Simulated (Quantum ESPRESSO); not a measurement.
**SrCl2 under changes of volume**

One of the cells (28.299 Å³/atom); the others are scaled copies at fixed shape and fractional positions:

```
CELL_PARAMETERS angstrom
0.00000 3.48835 3.48835
3.48835 0.00000 3.48835
3.48835 3.48835 0.00000
ATOMIC_POSITIONS crystal
Sr 0.00000 0.00000 0.00000
Cl 0.75000 0.75000 0.75000
Cl 0.25000 0.25000 0.25000
```

```yaml
Program: Quantum ESPRESSO 7.5
Functional: LDA
Potentials_or_basis: GBRV 1.5 LDA
Cutoff: 612 eV
Density_cutoff: 4898 eV
k_mesh: 7 × 7 × 7
Occupations: fermi-dirac, width 0.05 eV
Spin: no spin polarisation
```

| volume (Å³/atom) | energy over the lowest point (meV/atom) | pressure (GPa) | gap on the mesh (eV) |
| --- | --- | --- | --- |
| 26.601 | 0.00 | -0.7 | 5.15 |
| 27.167 | 3.75 | -1.5 | 5.07 |
| 27.733 | 10.22 | -2.2 | 4.99 |
| 28.299 | 19.17 | -2.9 | 4.91 |
| 28.865 | 30.27 | -3.4 | 4.84 |
| 29.431 | ? | ? | ? |
| 29.997 | 57.98 | -4.4 | 4.70 |

Task: What does the run at 29.431 Å³/atom give?

Result: Energy over the lowest point 43.27 meV/atom; pressure -4.0 GPa; gap on the mesh 4.77 eV.

Worked out: A Birch-Murnaghan fit of order 3 (a polynomial in V^(-2/3)) to the other rows has its minimum at 26.21 Å³/atom, just outside them, with B0 = V·E''(V) = 44 GPa and B' = 4.6. It gives 43.28 meV/atom at 29.431 Å³/atom, against the run's 43.27, and -dE/dV = -3.9 GPa, against -4.0. A straight line through the other rows of the gap, of slope -3.75 eV per unit of ln V, gives 4.77 eV, against the run's 4.77.

Energies are extrapolated to zero smearing.

Caveats: an odd mesh through Γ misses points on the zone boundary, where band edges often lie. Spin-orbit coupling on Sr is left out.
